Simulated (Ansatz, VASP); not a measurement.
One calculation of GaP, two programs

```xyz
2
Lattice="0.0000 2.7252 2.6707 2.7252 0.0000 2.6707 2.7252 2.7252 0.0000" Properties=species:S:1:pos:R:3 pbc="T T T"
Ga    0.0000    0.0000    0.0000
P     4.0879    4.0879    4.0061
```

Change from the starting cell: zz strain of -2 %.

Alike in both runs: task single point; functional PBEsol; k mesh 12 × 12 × 12; occupations fermi-dirac, width 0.08 eV; no spin polarisation.

```csv
,VASP,Ansatz
version,VASP 6.6.1,Ansatz 0.2.0
potentials or method,"VASP PAW PBE potentials, release 64 (Ga_d, P), cutoff 520 eV","all-electron LAPW, scalar-relativistic"
```

```tsv
	VASP	Ansatz	Ansatz less VASP
pressure (GPa)	1.1	1.2	+0.08
largest component of the traceless stress (GPa)	0.97	0.97	-0.004
```

Ansatz ran all-electron here, so the differences hold the error of VASP's frozen core and of both bases.

Caveats: the PAW data sets were made with another functional, which shifts forces and pressure a little (VASP). A k mesh can miss the band edges.
